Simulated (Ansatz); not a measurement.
## MnO2 in Ansatz: the effect of starting spin order

MnO2:

```xyz
12
Lattice="-4.9075 4.9075 1.4235 4.9075 -4.9075 1.4235 4.9075 4.9075 -1.4235" Properties=species:S:1:pos:R:3 pbc="T T T"
Mn    1.4722    3.2389    1.4235
Mn    1.6685    6.3797    0.0000
Mn    3.4352    1.6686    0.0000
Mn    3.2389   -1.4723    1.4235
O     1.5704    4.4953    0.0000
O     5.3197    1.5704    0.0000
O     3.3371    0.4122    1.4235
O    -0.4122    3.3371    1.4235
O     1.5704    2.0121    0.0000
O     7.8029    1.5704    0.0000
O     3.3371    2.8954    1.4235
O    -2.8954    3.3371    1.4235
```

Measurements of this composition are mostly on another form, of space group No. 136.

Alike in all runs:

| Item | Value |
| --- | --- |
| Program | Ansatz 0.2.0 |
| Task | single point |
| Functional | PBEsol |
| Potentials or basis | Ansatz PAW |
| Cutoff | 420 eV (not typed: the program's choice for these potentials) |
| k mesh | 10 × 10 × 10 |
| Occupations | fermi-dirac, width 0.05 eV |

**Question.** One run gave: energy over the lowest run 290.5 meV/atom; gap on the mesh none; pressure -12.1 GPa; largest force 1.33 eV/Å; final net moment 0.00 μB; final largest site moment 0.00 μB. Which starting spin order did it use?
A. spin off
B. afm
C. ferri

**Answer.** A.

```tsv
starting spin order	spin	starting moments	energy over the lowest run (meV/atom)	gap on the mesh (eV)	pressure (GPa)	largest force (eV/Å)	final net moment (μB)	final largest site moment (μB)
spin off	no spin polarisation	-	290.5	none	-12.1	1.33	0.00	0.00
afm	collinear spin, antiferromagnetic start	[4.0, -4.0, 4.0, -4.0, 0.0, 0.0, 0.0, 0.0, 0.0, 0.0, 0.0, 0.0] μB	0.0	0.43	-4.1	0.73	0.00	2.31
ferri	collinear spin, ferrimagnetic start	[4.0, -2.0, 4.0, -2.0, 0.0, 0.0, 0.0, 0.0, 0.0, 0.0, 0.0, 0.0] μB	0.0	0.43	-4.1	0.73	0.00	2.31
```

Caveats: the PAW data sets come from PBE, with cores solved anew for the run's functional, which leaves a small shift of forces and pressure; semilocal functionals often make such compounds metallic where correlation or magnetic order opens a gap, which also shifts bond lengths (some runs); forces of over 1 eV/Å show positions far from the minimum, so gaps and moduli don't describe the material at rest (some runs).

A k mesh can miss the band edges.

A gap of «none» marks a metal or a gap under the smearing width.
